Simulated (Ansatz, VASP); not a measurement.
# Ca2H3 in VASP and in Ansatz

```
CELL_PARAMETERS angstrom
3.22146 0.00000 0.00000
-1.61073 2.78987 0.00000
0.00000 0.00000 7.30158
ATOMIC_POSITIONS crystal
Ca 0.00000 0.00000 0.81676
Ca 0.00000 0.00000 0.18324
H 0.50000 0.00000 0.00000
H 0.00000 0.50000 0.00000
H 0.50000 0.50000 0.00000
```

Alike in both runs: task relaxation of cell and atoms; functional PBE; k mesh 6 × 6 × 4; occupations gaussian, width 0.1 eV; no spin polarisation.

|  | VASP | Ansatz |
| --- | --- | --- |
| version | VASP 6.6.1 | Ansatz 0.2.0 |
| potentials or method | VASP PAW PBE potentials, release 64 (Ca_sv, H) | scalar-relativistic, plane waves, PAW |
| plane-wave cutoff (eV) | 600 | 420 |
| valence electrons in the cell | 23 | 23 |

```tsv
	VASP	Ansatz	Ansatz less VASP
gap on the k mesh at the Fermi level, each at its own relaxed structure (eV)	none	none	-
relaxed volume (Å³/atom)	17.84	17.80	-0.040
relaxed cell length with the largest relative difference (Å)	6.494	6.518	+0.0236
energy change over the relaxation (meV/atom)	-505	-503	+2.5
```

A gap of «none» marks a metal or a gap that the smearing closes.

Caveats: the k mesh is coarse (spacing up to 0.38 Å⁻¹), so the values aren't converged; the volume moved by over 15 % at a fixed basis, so the end points are rough (VASP).
